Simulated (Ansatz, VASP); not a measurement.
## Nb: VASP beside Ansatz

File INCAR:

```
  ALGO = Normal
  EDIFF = 1E-6
  ENCUT = 520
  GGA = CA
  ISIF = 2
  ISMEAR = -1
  LASPH = T
  LCHARG = F
  LREAL = F
  LWAVE = F
  NBANDS = 12
  NELM = 60
  PREC = Accurate
  SIGMA = 0.1
```

The input KPOINTS:

```
k-points
0
Gamma
  16 16 16
```

POSCAR

```
Nb
1.0
   -1.5562979472      1.5562979472      1.5562979472
    1.5562979472     -1.5562979472      1.5562979472
    1.5562979472      1.5562979472     -1.5562979472
Nb
1
Direct
    0.0000000000      0.0000000000      0.0000000000
```

Input for Ansatz:

```yaml
crystal:
  lattice:
    - [-1.5562979472, 1.5562979472, 1.5562979472]
    - [1.5562979472, -1.5562979472, 1.5562979472]
    - [1.5562979472, 1.5562979472, -1.5562979472]
  atoms:
    - { symbol: Nb, position: [0.0, 0.0, 0.0] }
kpoints:
  mp_grid: { grid: [16, 16, 16] }
scf:
  occupations: { method: fermi_dirac, width: 0.1 }
hamiltonian:
  xc: lda
  pseudopotentials: { kind: all_electron, lapw: { basis_error: 0.001 } }
output:
  forces: true
  stress: true
  eigenvalues: true
  populations: true
```

Change from the starting cell: volume scaled by 0.88, LAPW.

Alike in both runs: task single point; functional LDA; k mesh 16 × 16 × 16; occupations fermi-dirac, width 0.1 eV; no spin polarisation.

|  | VASP | Ansatz |
| --- | --- | --- |
| version | VASP 6.6.1 | Ansatz 0.2.0 |
| potentials or method | VASP PAW LDA potentials, release 64 (Nb_sv) | all-electron LAPW, scalar-relativistic |
| plane-wave cutoff (eV) | 520 | see its input |

|  | VASP | Ansatz | Ansatz less VASP |
| --- | --- | --- | --- |
| pressure (GPa) | 31.0 | 31.0 | +0.08 |

Ansatz ran all-electron here, so the differences hold the error of VASP's frozen core and of both bases.

Caveats: so large a pressure means that the cell lies far from this level's equilibrium, or that cutoff or potentials fall short (VASP).
